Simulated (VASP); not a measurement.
# MoSe2 (P6_3/mmc) in VASP: further runs

One crystal, MoSe2, is run at these levels: PBE; tasks: relaxation of cell and atoms.

Program: VASP 6.6.1. These are calculated values, not measurements. Logs are shortened: lines on timing, memory, paths and dates and some standing lists are left out, and cuts for length are marked.

**1. The crystal as given**

It takes space group P6_3/mmc (No. 194, hexagonal). The conventional cell has a = 3.288 Å, b = 3.288 Å, c = 12.900 Å, α = 90.00°, β = 90.00°, γ = 120.00°. Mo (site symmetry -6m2) has 6 Se at 2.49 Å as nearest neighbours. Se (site symmetry 3m) is surrounded by 3 Mo at 2.49 Å.

**2. Relaxation of cell and atoms, PBE**

INCAR

```
SYSTEM = MoSe2
PREC = Accurate
ENCUT = 300
EDIFF = 1E-6
ISMEAR = 0
SIGMA = 0.03
LREAL = .False.
LASPH = .True.
NELM = 80
ALGO = Normal
ISIF = 3
LWAVE = .False.
LCHARG = .False.
GGA = PE
IBRION = 2
NSW = 90
EDIFFG = -0.01
KPAR = 2
```

KPOINTS

```
regular mesh
0
Gamma
  5 5 1
  0 0 0
```

POSCAR

```
MoSe2
1.0
    3.2880000000      0.0000000000      0.0000000000
   -1.6440000000      2.8474915276      0.0000000000
    0.0000000000      0.0000000000     12.9000000000
Mo Se
2 4
Direct
    0.3333333333      0.6666666667      0.2500000000
    0.6666666667      0.3333333333      0.7500000000
    0.3333333333      0.6666666667      0.6250000000
    0.6666666667      0.3333333333      0.1250000000
    0.3333333333      0.6666666667      0.8750000000
    0.6666666667      0.3333333333      0.3750000000
```

Potentials or basis: VASP PAW PBE potentials, release 64 (Mo, Se).

On the command line:

```console
cat potpaw_PBE.64/Mo/POTCAR potpaw_PBE.64/Se/POTCAR > POTCAR
mpirun -np 2 vasp_std > vasp.out
```

OUTCAR:

```text
SYSTEM = MoSe2
   PREC = Accurate
   ENCUT = 300
   EDIFF = 1E-6
   ISMEAR = 0
   LREAL = .False.
   LASPH = .True.
   NELM = 80
   ISIF = 3
   GGA = PE
   IBRION = 2
   NSW = 90
   EDIFFG = -0.01

 ion  position               nearest neighbor table
   1  0.333  0.667  0.250-   4 2.49   6 2.49   4 2.49   6 2.49   4 2.49   6 2.49
   2  0.667  0.333  0.750-   3 2.49   5 2.49   3 2.49   5 2.49   3 2.49   5 2.49
   3  0.333  0.667  0.625-   2 2.49   2 2.49   2 2.49
   4  0.667  0.333  0.125-   1 2.49   1 2.49   1 2.49
   5  0.333  0.667  0.875-   2 2.49   2 2.49   2 2.49
   6  0.667  0.333  0.375-   1 2.49   1 2.49   1 2.49

  LATTYP: Found a hexagonal cell.
 ALAT       =     3.2880000000
 C/A-ratio  =     3.9233576642

  Lattice vectors:

 A1 = (   3.2880000000,   0.0000000000,   0.0000000000)
 A2 = (  -1.6440000000,   2.8474915276,   0.0000000000)
 A3 = (   0.0000000000,   0.0000000000,  12.9000000000)

Analysis of symmetry for initial positions (statically):
=====================================================================
 Subroutine PRICEL returns:
 Original cell was already a primitive cell.

 Routine SETGRP: Setting up the symmetry group for a
 hexagonal supercell.

 Subroutine GETGRP returns: Found 24 space group operations
 (whereof 12 operations were pure point group operations)
 out of a pool of 24 trial point group operations.

The static configuration has the point symmetry D_3d.
 The point group associated with its full space group is D_6h.

Analysis of symmetry for dynamics (positions and initial velocities):
=====================================================================
 Subroutine PRICEL returns:
 Original cell was already a primitive cell.

 Routine SETGRP: Setting up the symmetry group for a
 hexagonal supercell.

 Subroutine GETGRP returns: Found 24 space group operations
 (whereof 12 operations were pure point group operations)
 out of a pool of 24 trial point group operations.

The dynamic configuration has the point symmetry D_3d.
 The point group associated with its full space group is D_6h.

 Subroutine INISYM returns: Found 24 space group operations
 (whereof 12 operations are pure point group operations),
 and found     1 'primitive' translations

----------------------------------------------------------------------------------------

                                     Primitive cell

  volume of cell :     120.7769

  direct lattice vectors                    reciprocal lattice vectors
[... 70 lines left out ...]
   LNONCOLLINEAR =      F non collinear calculations
   LSORBIT =      F    spin-orbit coupling
   LASPH  =      T    aspherical Exc in radial PAW
   ENCUT  =  300.0 eV  22.05 Ry    4.70 a.u.   4.64  4.64 18.22*2*pi/ulx,y,z
   NELM   =     80;   NELMIN=  2; NELMDL= -5     # of ELM steps
   EDIFF  = 0.1E-05   stopping-criterion for ELM
   LREAL  =      F    real-space projection
   EDIFFG = -.1E-01   stopping-criterion for IOM
   NSW    =     90    number of steps for IOM
   IBRION =      2    ionic relax: 0-MD 1-quasi-New 2-CG
   NFREE  =      1    steps in history (QN), initial steepest desc. (CG)
   ISIF   =      3    stress and relaxation
   ISYM   =      2    0-nonsym 1-usesym 2-fastsym
   POTIM  = 0.5000    time-step for ionic-motion
   TEBEG  =    0.0;   TEEND  =   0.0 temperature during run
   PSTRESS=    0.0 pullay stress
   NELECT =      36.0000    total number of electrons
   NUPDOWN=      -1.0000    fix difference up-down
   EMIN   =  10.00;   EMAX   =-10.00  energy-range for DOS
   EFERMI =   0.00;   METHOD = LEGACY
   ISMEAR =     0;   SIGMA  =   0.03  broadening in eV -4-tet -1-fermi 0-gaus
   EFERMI_NEDOS =   21; number of points for ismear=-14 and -15
   IALGO  =     38    algorithm
   IMIX   =      4    mixing-type and parameters
     AMIX     =   0.40;   BMIX     =  1.00
     AMIX_MAG =   1.60;   BMIX_MAG =  1.00
  volume/ion in A,a.u.               =      20.13       135.84
  Fermi-wavevector in a.u.,A,eV,Ry     =   1.093573  2.066553 16.271226  1.195901
  Thomas-Fermi vector in A             =   2.229861
   LORBIT       =      0    0 simple, 1 ext, 2 COOP (PROOUT), +10 PAW based schemes
   GGA     = PE    functional components
   LHFCALC =     F    Hartree Fock is set to
   AEXX    =    0.0000 exact exchange contribution
   IVDW    =     0    specifies the selected vdW correction
   LEPSILON=     F    determine dielectric tensor
   LRPA    =     F    only Hartree local field effects (RPA)
 conjugate gradient relaxation of ions
 non-spin polarized calculation
 Gauss-broadening in eV      SIGMA  =   0.03
  energy-cutoff  :      300.00
  volume of cell :      120.78
 maximum number of plane-waves:      1441
 NGX is ok and might be reduce to    20
   NGX =  9   NGY =  9   NGZ = 37

--------------------------------------- Ionic step        1  -------------------------------------------

 number of electron      36.0000004 magnetization

 Free energy of the ion-electron system (eV)
  ---------------------------------------------------
  ext. energy  EPLUGINS =         0.00000000
  ---------------------------------------------------
  free energy    TOTEN  =       -39.66825055 eV

  energy without entropy =      -39.66825055  energy(sigma->0) =      -39.66825055

------------------------ aborting loop because EDIFF is reached ----------------------------------------

  FORCE on cell =-STRESS in cart. coord.  units (eV):
  Direction    XX          YY          ZZ          XY          YZ          ZX
  --------------------------------------------------------------------------------------
  -------------------------------------------------------------------------------------
  Total        4.5972807      4.5972807      8.9761648      0.0000000      0.0000000      0.0000000
  in kB       60.9856483     60.9856483    119.0741362      0.0000000      0.0000000      0.0000000
  external PRESSURE =      80.3484776 kB  Pullay stress =       0.0000000 kB
[... 368 lines left out ...]
     21       6.2861      0.00000
     22       6.3330      0.00000

[... ionic steps 4 to 34 ...]

--------------------------------------- Ionic step       35  -------------------------------------------

 number of electron      35.9999989 magnetization

------------------------ aborting loop because EDIFF is reached ----------------------------------------
[... 75 lines left out ...]
--------------------------------------- Ionic step       37  -------------------------------------------

 number of electron      35.9999989 magnetization

 Free energy of the ion-electron system (eV)
  ---------------------------------------------------
  ext. energy  EPLUGINS =         0.00000000
  ---------------------------------------------------
  free energy    TOTEN  =       -39.91586064 eV

  energy without entropy =      -39.91586064  energy(sigma->0) =      -39.91586064

 E-fermi :   3.5492     XC(G=0):  -9.7299

 val. band max:        3.3855654340   @ k =   0.0000   0.0000   0.0000
 cond. band min:       4.7415895472   @ k =   0.2000   0.2000   0.0000
 fundamental gap:      1.3560241132
 Fermi energy:         3.5491592633
[... 156 lines left out ...]
  FREE ENERGIE OF THE ION-ELECTRON SYSTEM (eV)
  ---------------------------------------------------
  free  energy   TOTEN  =       -39.9158606351 eV

  energy  without entropy=      -39.9158606351  energy(sigma->0) =      -39.91586064

 reached required accuracy - stopping structural energy minimisation
```

OSZICAR:

```text
N       E                     dE             d eps       ncg     rms          rms(c)
DAV:   1     0.144865431995E+03    0.14487E+03   -0.11785E+04   220   0.923E+02
DAV:   2    -0.299591131498E+02   -0.17482E+03   -0.16945E+03   300   0.211E+02
DAV:   3    -0.414193646272E+02   -0.11460E+02   -0.11418E+02   284   0.555E+01
DAV:   4    -0.416346620362E+02   -0.21530E+00   -0.21499E+00   304   0.818E+00
[... 299 lines left out ...]
  36 F= -.39915838E+02 E0= -.39915838E+02  d E =-.870444E-04
       N       E                     dE             d eps       ncg     rms          rms(c)
DAV:   1    -0.399158594947E+02   -0.22286E-04   -0.58081E-04   220   0.127E-01    0.293E-02
DAV:   2    -0.399158605598E+02   -0.10650E-05   -0.28346E-05   232   0.279E-02    0.161E-02
DAV:   3    -0.399158606351E+02   -0.75325E-07   -0.19795E-06   116   0.732E-03
  37 F= -.39915861E+02 E0= -.39915861E+02  d E =-.109881E-03
```

CONTCAR:

```text
MoSe2
   1.00000000000000
     3.3183763981389238    0.0000000000000000    0.0000000000000000
    -1.6591881990694619    2.8737982600626517   -0.0000000000000000
     0.0000000000000000   -0.0000000000000000   14.4927041787500830
  Mo              Se
     2     4
Direct
     0.3333333332999970    0.6666666667000030    0.2500000000000000
     0.6666666667000030    0.3333333332999970    0.7500000000000000
     0.3333333332999970    0.6666666667000030    0.6348878232291648
     0.6666666667000030    0.3333333332999970    0.1348878232291650
     0.3333333332999970    0.6666666667000030    0.8651121767708352
     0.6666666667000030    0.3333333332999970    0.3651121767708350

  0.00000000E+00  0.00000000E+00  0.00000000E+00
  0.00000000E+00  0.00000000E+00  0.00000000E+00
  0.00000000E+00  0.00000000E+00  0.00000000E+00
  0.00000000E+00  0.00000000E+00  0.00000000E+00
  0.00000000E+00  0.00000000E+00  0.00000000E+00
  0.00000000E+00  0.00000000E+00  0.00000000E+00
```

Wall time 1.8 min (2 MPI ranks of Intel Xeon 6975P-C (Granite Rapids), shared host); peak memory 0.17 GiB.

Results:

* Free energy: -39.9159 eV
* Relaxed volume: 23.03 Å³/atom
* Relaxed cell: a = 3.318 Å, b = 3.318 Å, c = 14.493 Å, α = 90.00°, β = 90.00°, γ = 120.00°
* Space group after relaxing (to 0.05 Å): P6_3/mmc (No. 194)
* Energy gained by relaxing: 41.3 meV/atom
* Ionic steps: 37
* Pressure after relaxing: 0.0 GPa
* Band gap on the k mesh: 1.36 eV, indirect (least direct gap 1.85 eV)

The path:
| step | energy change (eV) | largest force (eV/Å) | pressure (GPa) | volume (Å³) |
| --- | --- | --- | --- | --- |
| 1 | 0.0000 | 1.0923 | 8.03 | 120.78 |
| 2 | 0.5062 | 1.9680 | -11.32 | 139.24 |
| 3 | -0.1878 | 0.1779 | -0.33 | 126.65 |
| 4 | -0.1883 | 0.1314 | -0.03 | 126.40 |
| 5 | -0.1883 | 0.1103 | 0.11 | 126.29 |
| 6 | -0.1950 | 0.1295 | 0.23 | 126.43 |
| 7 | -0.2028 | 0.1794 | 0.59 | 126.79 |
| 8 | -0.2072 | 0.1785 | 0.47 | 127.32 |
| 9 | -0.2184 | 0.1747 | 0.11 | 128.91 |
| 10 | -0.2329 | 0.1626 | -0.49 | 132.12 |
| 11 | -0.2369 | 0.1183 | -1.34 | 138.65 |
| 12 | -0.2391 | 0.1287 | -0.99 | 136.00 |
| 13 | -0.2438 | 0.0060 | -0.29 | 136.20 |
| 14 | -0.2444 | 0.0546 | 0.05 | 136.30 |
| 15 | -0.2456 | 0.0367 | 0.08 | 136.40 |
| 16 | -0.2465 | 0.0117 | 0.12 | 136.54 |
| 17 | -0.2460 | 0.0373 | 0.21 | 136.82 |
| 18 | -0.2467 | 0.0053 | 0.15 | 136.64 |
| 19 | -0.2468 | 0.0306 | 0.00 | 136.90 |
| 20 | -0.2468 | 0.0365 | -0.06 | 136.96 |
| 21 | -0.2468 | 0.0336 | -0.05 | 136.93 |
| 22 | -0.2468 | 0.0318 | -0.03 | 136.92 |
| 23 | -0.2469 | 0.0246 | -0.03 | 137.05 |
| 24 | -0.2470 | 0.0065 | -0.07 | 137.37 |
| 25 | -0.2470 | 0.0106 | -0.07 | 137.29 |
| 26 | -0.2471 | 0.0081 | 0.06 | 137.26 |
| 27 | -0.2471 | 0.0109 | 0.07 | 137.25 |
| 28 | -0.2472 | 0.0066 | 0.08 | 137.30 |
| 29 | -0.2473 | 0.0053 | 0.07 | 137.42 |
| 30 | -0.2473 | 0.0093 | 0.08 | 137.46 |
| 31 | -0.2474 | 0.0183 | 0.01 | 137.62 |
| 32 | -0.2474 | 0.0319 | -0.09 | 137.84 |
| 33 | -0.2474 | 0.0310 | -0.11 | 137.89 |
| 34 | -0.2475 | 0.0280 | -0.12 | 138.02 |
| 35 | -0.2475 | 0.0218 | -0.14 | 138.28 |
| 36 | -0.2476 | 0.0084 | -0.07 | 138.23 |
| 37 | -0.2476 | 0.0012 | -0.03 | 138.21 |

Final structure:
```cif
data_structure
_symmetry_space_group_name_H-M 'P 1'
_symmetry_Int_Tables_number 1
_cell_length_a 3.3184
_cell_length_b 3.3184
_cell_length_c 14.4927
_cell_angle_alpha 90.000
_cell_angle_beta 90.000
_cell_angle_gamma 120.000
_cell_volume 138.21
loop_
_atom_site_label
_atom_site_type_symbol
_atom_site_fract_x
_atom_site_fract_y
_atom_site_fract_z
_atom_site_occupancy
Mo1 Mo 0.33333 0.66667 0.25000 1
Mo2 Mo 0.66667 0.33333 0.75000 1
Se1 Se 0.33333 0.66667 0.63489 1
Se2 Se 0.66667 0.33333 0.13489 1
Se3 Se 0.33333 0.66667 0.86511 1
Se4 Se 0.66667 0.33333 0.36511 1
```

Caveat: the k mesh is coarse (spacing up to 0.49 Å⁻¹), so the values aren't converged; an odd mesh through Γ misses points on the zone boundary, where band edges often lie; this functional lacks dispersion, which binds the layers, so the pressure and a relaxed spacing across them are unreliable; the volume moved by +14 % from the deposited cell, more than functionals usually miss. PBE usually gives volumes a little too large and moduli too small.

(Part 1 of 3 ends here.)
